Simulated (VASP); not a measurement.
## NbP: interstitial B from one void to a neighbouring one

Aim: the barrier for one hop in NbP: interstitial B from one void to a neighbouring one. The start is a computed cell from the Materials Project.

Calculated with VASP 6.6.1; PBE; plane waves and PAW (Nb_pv, P), in the first sound run; inputs show where later runs differ.

## Step 1: The host crystal

It takes space group I4_1md (No. 109, tetragonal). The conventional cell has a = 3.350 Å, b = 3.350 Å, c = 11.480 Å, α = 90.00°, β = 90.00°, γ = 90.00°. Nb has 6 P at 2.55 Å nearest. Nearest to P lie 6 Nb at 2.55 Å. Farther neighbours are not listed.

## Step 2: Relax the host

The later steps need the crystal at this functional's own lattice; a raised cutoff keeps the stress reliable while the cell changes.

INCAR reads:

```
SYSTEM = NbP
PREC = Accurate
ENCUT = 350
EDIFF = 1E-06
NELM = 120
ISMEAR = 0
SIGMA = 0.1
LREAL = .FALSE.
ALGO = Normal
GGA = PE
NBANDS = 22
LASPH = .TRUE.
LORBIT = 11
LWAVE = .FALSE.
LCHARG = .FALSE.
KPAR = 3
IBRION = 2
NSW = 40
ISIF = 3
EDIFFG = -0.02
POTIM = 0.4
```

POSCAR reads:

```
NbP
1.0
   -1.6749232544      1.6749232544      5.7401081759
    1.6749232544     -1.6749232544      5.7401081759
    1.6749232544      1.6749232544     -5.7401081759
Nb P
2 2
Direct
    0.2498808000      0.7498808000      0.5000000000
    0.4998808000      0.4998808000      0.0000000000
    0.8327477700      0.3327477700      0.5000000000
    0.0827477700      0.0827477700      0.0000000000
```

KPOINTS reads:

```
Automatic mesh
0
Gamma
8 8 8
0 0 0
```

PAW data sets: Nb_pv and P (PBE family, release 64).

On the command line:

```
$ mpirun -np 3 vasp_std
```

Log:

```text
[banner, memory and clock lines left out]
running    3 mpi-ranks, on    1 nodes
 distrk:  each k-point on    1 cores,    3 groups
 distr:  one band on    1 cores,    1 groups

 POSCAR found type information on POSCAR NbP
 POSCAR found :  2 types and       4 ions
 LDA part: xc-table for (Slater+PW92), standard interpolation
 POSCAR, INCAR and KPOINTS ok, starting setup
 FFT: planning ... GRIDC
 FFT: planning ... GRID_SOFT
 FFT: planning ... GRID
 WAVECAR not read
 entering main loop
       N       E                     dE             d eps       ncg     rms          rms(c)
DAV:   1     0.249356972278E+03    0.24936E+03   -0.12389E+04  2652   0.111E+03
DAV:   2    -0.192197785150E+02   -0.26858E+03   -0.25768E+03  3044   0.497E+02
DAV:   3    -0.368485861495E+02   -0.17629E+02   -0.16553E+02  4176   0.100E+02
DAV:   4    -0.373905705153E+02   -0.54198E+00   -0.53543E+00  3824   0.175E+01
DAV:   5    -0.374036270610E+02   -0.13057E-01   -0.13030E-01  4024   0.292E+00    0.318E+01
DAV:   6    -0.350285139956E+02    0.23751E+01   -0.95836E+00  4176   0.273E+01    0.111E+01
DAV:   7    -0.349669361088E+02    0.61578E-01   -0.35682E-01  3488   0.442E+00    0.552E+00
DAV:   8    -0.349511726271E+02    0.15763E-01   -0.58531E-02  3592   0.152E+00    0.578E-01
DAV:   9    -0.349500750590E+02    0.10976E-02   -0.60014E-03  3864   0.516E-01    0.219E-01
DAV:  10    -0.349501159830E+02   -0.40924E-04   -0.58465E-04  3880   0.253E-01    0.414E-02
DAV:  11    -0.349500953088E+02    0.20674E-04   -0.65940E-05  4320   0.835E-02    0.170E-02
DAV:  12    -0.349500916124E+02    0.36964E-05   -0.44398E-06  3232   0.186E-02    0.957E-03
DAV:  13    -0.349500917132E+02   -0.10079E-06   -0.59317E-07  2336   0.132E-02
   1 F= -.34950092E+02 E0= -.34947665E+02  d E =-.349501E+02
 curvature:   0.00 expect dE= 0.000E+00 dE for cont linesearch  0.000E+00
 trial: gam= 0.00000 g(F)=  0.681E-04 g(S)=  0.371E-03 ort = 0.000E+00 (trialstep = 0.100E+01)
 search vector abs. value=  0.439E-03
 bond charge predicted
       N       E                     dE             d eps       ncg     rms          rms(c)
DAV:   1    -0.349511256865E+02   -0.10341E-02   -0.36573E-02  3026   0.187E+00    0.439E-01
DAV:   2    -0.349504100521E+02    0.71563E-03   -0.39875E-03  3738   0.708E-01    0.978E-02
DAV:   3    -0.349502551929E+02    0.15486E-03   -0.31159E-04  4240   0.171E-01    0.358E-02
DAV:   4    -0.349502188527E+02    0.36340E-04   -0.72209E-05  3672   0.749E-02    0.257E-02
DAV:   5    -0.349502177003E+02    0.11524E-05   -0.48726E-06  3238   0.220E-02    0.180E-02
DAV:   6    -0.349502157432E+02    0.19571E-05   -0.11187E-06  2156   0.113E-02    0.145E-03
DAV:   7    -0.349502158722E+02   -0.12902E-06   -0.33587E-07  1862   0.867E-03
   2 F= -.34950216E+02 E0= -.34947753E+02  d E =-.124159E-03
[...]
3 F= -.34950242E+02 E0= -.34947790E+02  d E =-.150374E-03
 curvature:  -0.36 expect dE=-0.639E-04 dE for cont linesearch -0.159E-08
 trial: gam= 0.40897 g(F)=  0.332E-04 g(S)=  0.145E-03 ort =-0.139E-05 (trialstep = 0.940E+00)
 search vector abs. value=  0.250E-03
 bond charge predicted
       N       E                     dE             d eps       ncg     rms          rms(c)
DAV:   1    -0.349505122932E+02   -0.27070E-03   -0.14773E-02  3104   0.120E+00    0.155E-01
DAV:   2    -0.349504017330E+02    0.11056E-03   -0.15523E-03  3680   0.343E-01    0.439E-02
DAV:   3    -0.349503572216E+02    0.44511E-04   -0.98108E-05  3980   0.840E-02    0.181E-02
DAV:   4    -0.349503504958E+02    0.67257E-05   -0.16644E-05  4004   0.368E-02    0.124E-02
DAV:   5    -0.349503512666E+02   -0.77076E-06   -0.10289E-06  2054   0.107E-02
   4 F= -.34950351E+02 E0= -.34947870E+02  d E =-.109179E-03
 trial-energy change:   -0.000109  1 .order   -0.000111   -0.000167   -0.000055
 step:   1.4083(harm=  1.4083)  dis= 0.00126  next Energy=   -34.950367 (dE=-0.125E-03)
 reached required accuracy - stopping structural energy minimisation
```

The job ended after 45 s (3 MPI ranks of AMD EPYC 9R45, shared host; peak memory 0.7 GiB).

The logs omit lines about the potential files and the build; timing stands in the text.

Parts of OUTCAR (step 2):

```text
ion  position               nearest neighbor table
   1  0.250  0.750  0.500-   4 2.55   4 2.55   3 2.55   3 2.55   3 2.55   3 2.55   2 3.32   2 3.32
                             2 3.32   2 3.32
   2  0.500  0.500  0.000-   3 2.55   3 2.55   4 2.55   4 2.55   4 2.55   4 2.55   1 3.32   1 3.32
                             1 3.32   1 3.32
   3  0.833  0.333  0.500-   2 2.55   2 2.55   1 2.55   1 2.55   1 2.55   1 2.55
   4  0.083  0.083  0.000-   1 2.55   1 2.55   2 2.55   2 2.55   2 2.55   2 2.55

  LATTYP: Found a body centered tetragonal cell.
 ALAT       =     3.3498465088
 C/A-ratio  =     3.4270872775

 Subroutine GETGRP returns: Found  8 space group operations
 (whereof  4 operations were pure point group operations)

The static configuration has the point symmetry C_2v.
 The point group associated with its full space group is C_4v.

 Found     59 irreducible k-points:

   k-points           NKPTS =     59   k-points in BZ     NKDIM =     59   number of bands    NBANDS=     22

   dimension x,y,z NGX =    40 NGY =   40 NGZ =   40
   dimension x,y,z NGXF=    80 NGYF=   80 NGZF=   80

   ENCUT  =  350.0 eV  25.72 Ry    5.07 a.u.   9.47  9.47  9.47*2*pi/ulx,y,z

   NELECT =      32.0000    total number of electrons

 k-points in reciprocal lattice and weights: Automatic mesh
   0.00000000  0.00000000  0.00000000       0.002
   0.12500000 -0.00000000  0.00000000       0.016
   0.25000000 -0.00000000  0.00000000       0.016
   0.37500000  0.00000000  0.00000000       0.016
   0.50000000 -0.00000000  0.00000000       0.008
   0.12500000  0.12500000  0.00000000       0.016
   0.25000000  0.12500000  0.00000000       0.031
   0.37500000  0.12500000  0.00000000       0.031
   0.50000000  0.12500000  0.00000000       0.031
[...]
-0.37500000 -0.37500000  0.37500000       0.004
   0.50000000  0.50000000  0.50000000       0.002

 average (electrostatic) potential at core
       1 -33.7194       2 -33.7194       3 -81.4333       4 -81.4333

 E-fermi :   7.0570

 k-point     1 :       0.0000    0.0000    0.0000
  band No.  band energies     occupation
    ...
     12       4.8384      2.00000
     13       4.9367      2.00000
     14       5.3596      2.00000
     15       5.7144      2.00000
     16       5.7144      2.00000
     17       7.8626      0.00000
     18       8.6303      0.00000
     19       9.7407      0.00000
     20      10.1998      0.00000
     21      10.1998      0.00000
    ...

 k-point     2 :       0.1250   -0.0000    0.0000
  band No.  band energies     occupation
    ...
     12       4.6817      2.00000
     13       5.0465      2.00000
     14       5.2920      2.00000
     15       5.6230      2.00000
     16       5.9488      2.00000
     17       7.6346      0.00000
     18       8.2931      0.00000
     19       9.3122      0.00000
     20      10.0197      0.00000
     21      10.3763      0.00000
    ...

 k-point     3 :       0.2500   -0.0000    0.0000
  band No.  band energies     occupation
    ...
     12       4.3364      2.00000
     13       5.2539      2.00000
     14       5.2780      2.00000
     15       5.4424      2.00000
     16       6.5104      2.00000
     17       7.3342      0.00009
     18       8.1574      0.00000
     19       8.7057      0.00000
     20       9.5988      0.00000
     21      10.1901      0.00000
    ...

  Total       -0.0052067     -0.0052067     -0.0373147      0.0000000      0.0000000      0.0000000
  in kB       -0.1293912     -0.1293912     -0.9273104      0.0000000      0.0000000      0.0000000
  external PRESSURE =      -0.3953643 kB  Pullay stress =       0.0000000 kB

  energy-cutoff  :      350.00
  volume of cell :       64.47
      direct lattice vectors                 reciprocal lattice vectors
    -1.676834201  1.676834201  5.732250216     0.000000000  0.298180941  0.087225781
     1.676834201 -1.676834201  5.732250216     0.298180941  0.000000000  0.087225781
     1.676834201  1.676834201 -5.732250216     0.298180941  0.298180941  0.000000000

 POSITION                                       TOTAL-FORCE (eV/Angst)
 -----------------------------------------------------------------------------------
      1.67683     -0.00000      2.86617         0.000000     -0.000000      0.004372
      0.00000      0.00000      5.73229        -0.000000      0.000000      0.004372
      0.00000      1.67683      3.81338        -0.000000      0.000000     -0.004372
      1.67683      1.67683     -4.78500         0.000000     -0.000000     -0.004372
 -----------------------------------------------------------------------------------
    total drift:                               -0.000001     -0.000001     -0.000969

  FREE ENERGIE OF THE ION-ELECTRON SYSTEM (eV)
  ---------------------------------------------------
  free  energy   TOTEN  =       -34.9503512666 eV

  energy  without entropy=      -34.9453883122  energy(sigma->0) =      -34.94786979

 reached required accuracy - stopping structural energy minimisation

 total charge
# of ion       s       p       d       tot
------------------------------------------
    1        0.323   6.366   3.083   9.773
    2        0.323   6.366   3.083   9.773
    3        1.021   1.527   0.000   2.548
    4        1.021   1.527   0.000   2.548
--------------------------------------------------
tot          2.689  15.785   6.166  24.641

[... 3 further parts left out ...]
```

CONTCAR:

```
NbP
   1.00000000000000
    -1.6768342012628021    1.6768342012628021    5.7322502160208861
     1.6768342012628021   -1.6768342012628021    5.7322502160208861
     1.6768342012628021    1.6768342012628021   -5.7322502160208861
  Nb              P
     2     2
Direct
     0.2500036950332475    0.7500036950332476    0.5000000000000000
     0.5000036950332475    0.5000036950332475    0.0000000000000000
     0.8326248749667495    0.3326248749667496    0.5000000000000000
     0.0826248749667497    0.0826248749667497    1.0000000000000000
```

The run keeps the 8 symmetry operations of its start, so it cannot find a distortion of lower symmetry.

Step by step:

```tsv
step	energy less that of the first step (eV)	largest force (eV/Å)	pressure (GPa)	volume (Å³)
1	0.0000	0.0210	0.20	64.41
2	-0.0001	0.0118	-0.28	64.56
3	-0.0002	0.0147	-0.15	64.52
4	-0.0003	0.0044	-0.04	64.47
```

```tsv
conventional cell, symmetrised	before	after	change
a (Å)	3.350	3.354	+0.1 %
b (Å)	3.350	3.354	+0.1 %
c (Å)	11.480	11.465	-0.1 %
volume (Å³/atom)	16.10	16.12	+0.1 %
```

The relaxed structure:

```
Nb P
1.0
    -1.67683    1.67683    5.73225
     1.67683   -1.67683    5.73225
     1.67683    1.67683   -5.73225
Nb P
2 2
Direct
  0.25000 0.75000 0.50000
  0.50000 0.50000 0.00000
  0.83262 0.33262 0.50000
  0.08262 0.08262 0.00000
```

This step gave:

| Property | Result |
| --- | --- |
| electronic cycles | 30 |
| electrons | 32 |
| free energy (TOTEN) | -34.95 eV |
| energy at zero smearing | -34.95 eV |
| Fermi energy | 7.057 eV |
| labelled metallic, from the levels on this mesh | yes |

The run ended after 4 ionic steps, 0.000 eV below its first step, once forces and stress met EDIFFG = -0.02.

## Step 3: Relax the start

This step: PBE; plane waves and PAW (Nb_pv, P, B) (VASP 6.6.1).

System of this step: Nb8BP8. The cell holds 17 atoms: 8 Nb, 8 P and 1 B. Cell: a = 6.203 Å, b = 12.407 Å, c = 12.407 Å, α = 148.6°, β = 148.6°, γ = 44.9°. It derives from NbP. Nearest the centre at fractional (0.667, 0.333, 0.500): B17 at 0.73 Å, Nb6 at 1.92 Å, Nb1 at 1.92 Å, Nb2 at 1.95 Å, P15 at 2.55 Å, P14 at 2.55 Å, P16 at 2.56 Å, P9 at 2.57 Å.

A path needs two true minima; the start is relaxed with symmetry off.

INCAR reads:

```
SYSTEM = Nb8BP8
PREC = Normal
ENCUT = 320
EDIFF = 1E-05
NELM = 120
ISMEAR = 1
SIGMA = 0.15
LREAL = Auto
ALGO = Fast
GGA = PE
NBANDS = 82
LASPH = .TRUE.
LORBIT = 11
LWAVE = .FALSE.
LCHARG = .FALSE.
KPAR = 3
IBRION = 2
NSW = 60
ISIF = 2
EDIFFG = -0.05
POTIM = 0.4
MAXMIX = 40
ISYM = 0
```

POSCAR reads:

```
Nb8BP8
1.0
   -1.6768342013      1.6768342013      5.7322502160
    3.3536684026     -3.3536684026     11.4645004320
    3.3536684026      3.3536684026    -11.4645004320
Nb P B
8 8 1
Direct
    0.2554799651      0.3763205400      0.2534803749
    0.2561815997      0.3715054347      0.7488138321
    0.2541052641      0.8737187564      0.2501316912
    0.2511269438      0.8763557692      0.7509617968
    0.4981910975      0.2473853494     -0.0026817321
    0.4997303871      0.2515323951      0.5019040890
    0.4984841027      0.7476774476     -0.0030984003
    0.5094772446      0.7500581753      0.5030368563
    0.8210546274      0.1580758214      0.2362831527
    0.8342780819      0.1652431069      0.7493781514
    0.8253344692      0.6722980601      0.2529991576
    0.8376382896      0.6729819553      0.7580195007
    0.0730885278      0.0399258409     -0.0064469151
    0.0741135156      0.0410415469      0.4966653293
    0.0768193029      0.5410119002     -0.0030318898
    0.0819538641      0.5411555328      0.5003908236
    0.6725409716      0.2242725282      0.3933166225
```

KPOINTS reads:

```
Automatic mesh
0
Gamma
5 5 5
0 0 0
```

PAW data sets: Nb_pv, P and B (PBE family, release 64).

On the command line:

```
$ mpirun -np 3 vasp_std
```

Log:

```text
[banner, memory and clock lines left out]
running    3 mpi-ranks, on    1 nodes
[...]
LDA part: xc-table for (Slater+PW92), standard interpolation
 POSCAR, INCAR and KPOINTS ok, starting setup
[...]
entering main loop
       N       E                     dE             d eps       ncg     rms          rms(c)
DAV:   1     0.121407033240E+04    0.12141E+04   -0.46405E+04 10388   0.116E+03
DAV:   2    -0.416909951828E+02   -0.12558E+04   -0.12180E+04 13060   0.613E+02
DAV:   3    -0.147815529548E+03   -0.10612E+03   -0.10142E+03 16976   0.158E+02
DAV:   4    -0.153691344577E+03   -0.58758E+01   -0.57009E+01 16344   0.366E+01
[...]
RMM:  20    -0.143349948033E+03   -0.25285E-04   -0.26037E-04  7865   0.210E-02    0.995E-03
RMM:  21    -0.143349964020E+03   -0.15988E-04   -0.16378E-04  7564   0.177E-02    0.284E-03
RMM:  22    -0.143349973190E+03   -0.91701E-05   -0.96231E-05  7179   0.130E-02
   1 F= -.14334997E+03 E0= -.14335006E+03  d E =-.143350E+03
[... from here on, the cycles between the ionic steps are left out ...]
   2 F= -.14400534E+03 E0= -.14400620E+03  d E =-.655369E+00
   3 F= -.14403233E+03 E0= -.14403339E+03  d E =-.682354E+00
   4 F= -.14432083E+03 E0= -.14432135E+03  d E =-.288502E+00
   5 F= -.14473103E+03 E0= -.14473019E+03  d E =-.698701E+00
   6 F= -.14493664E+03 E0= -.14493577E+03  d E =-.205610E+00
   7 F= -.14522711E+03 E0= -.14522663E+03  d E =-.496080E+00
   8 F= -.14532139E+03 E0= -.14532098E+03  d E =-.942853E-01
   9 F= -.14539718E+03 E0= -.14539683E+03  d E =-.170076E+00
  10 F= -.14539828E+03 E0= -.14539794E+03  d E =-.171172E+00
  11 F= -.14542590E+03 E0= -.14542564E+03  d E =-.276160E-01
  12 F= -.14544033E+03 E0= -.14544020E+03  d E =-.420446E-01
  13 F= -.14544067E+03 E0= -.14544056E+03  d E =-.423857E-01
  14 F= -.14544595E+03 E0= -.14544588E+03  d E =-.528395E-02
  15 F= -.14544692E+03 E0= -.14544687E+03  d E =-.625645E-02
  16 F= -.14544695E+03 E0= -.14544690E+03  d E =-.628483E-02
[...]
hard stop encountered!  aborting job ...
[...]
|     The electronic self-consistency was not achieved in the given           |
[...]
soft stop encountered!  aborting job ...
  17 F= -.14544835E+03 E0= -.14544831E+03  d E =-.989913E-04
 deleting file STOPCAR
```

The job ended after 47 min (3 MPI ranks; peak memory 1.7 GiB).

The steps of the relaxation:

```tsv
step	energy less that of the first step (eV)	largest force (eV/Å)
1	0.0000	3.0469
2	-0.6554	2.0968
3	-0.6824	1.9063
4	-0.9709	1.8273
5	-1.3811	1.6016
6	-1.5867	1.3658
7	-1.8771	1.2153
8	-1.9714	0.8931
9	-2.0472	0.3679
10	-2.0483	0.4528
11	-2.0759	0.2840
12	-2.0904	0.1622
13	-2.0907	0.1718
14	-2.0960	0.1165
15	-2.0969	0.0894
16	-2.0970	0.0874
```

The atoms that moved most (Å):

```tsv
atom	dx	dy	dz	length
B17	-0.883	-0.023	-0.039	0.884
P9	0.114	0.044	0.104	0.161
P14	0.041	0.126	-0.043	0.139
Nb5	0.117	-0.013	0.016	0.119
P13	0.059	-0.077	-0.060	0.114
Nb7	0.091	0.008	0.015	0.093
Nb3	0.082	-0.026	0.009	0.086
Nb2	0.063	-0.033	-0.023	0.075
```

Final coordinates:

```xyz
17
Lattice="-1.6768 1.6768 5.7322 3.3537 -3.3537 11.4645 3.3537 3.3537 -11.4645" Properties=species:S:1:pos:R:3 pbc="T T T"
Nb    1.7086    0.0138    2.8673
Nb    3.3902    1.6617   -2.8803
Nb    3.4246   -1.6917    8.6147
Nb    5.1062    0.0115    2.8827
Nb    0.1024   -0.0164    5.7386
Nb    1.7093    1.6897    0.0425
Nb    1.7523   -1.6741   11.4800
Nb    3.3596   -0.0081    5.7100
P     0.0599    1.6831    3.9141
P     1.7373    3.3446   -1.9177
P     1.7180   -0.0074    9.5340
P     3.3977    1.6819    3.8144
P     0.0488   -0.1104    0.8910
P     1.7203    1.7785   -4.8413
P     1.7376   -1.6954    6.6895
P     3.4122    0.0152    0.9590
B     0.0604    1.6721    1.8779
```

The stop cut the electronic loop of the last step short, so that step is set aside; the step before it may be unsound too where the loop had begun to diverge.

The run met its time limit with a largest force of 0.09 eV/Å at its last finished step, short of the threshold.

(Part 1 of 3 ends here.)

[Lines on the potential files, build, host, timing and source positions are cut from VASP's logs without a mark.]

[Logs are printed without paths, hosts, clocks, repeated set-up lines and the standing remarks that a program may print on its own settings, such as how far it seeks lower states.]

[Hosts, paths, dates, database ids (printed as entryN), source tags and the programs' standing remarks are cut or masked in the printed files.]

[Runs that stopped without an error message from VASP are left out.]
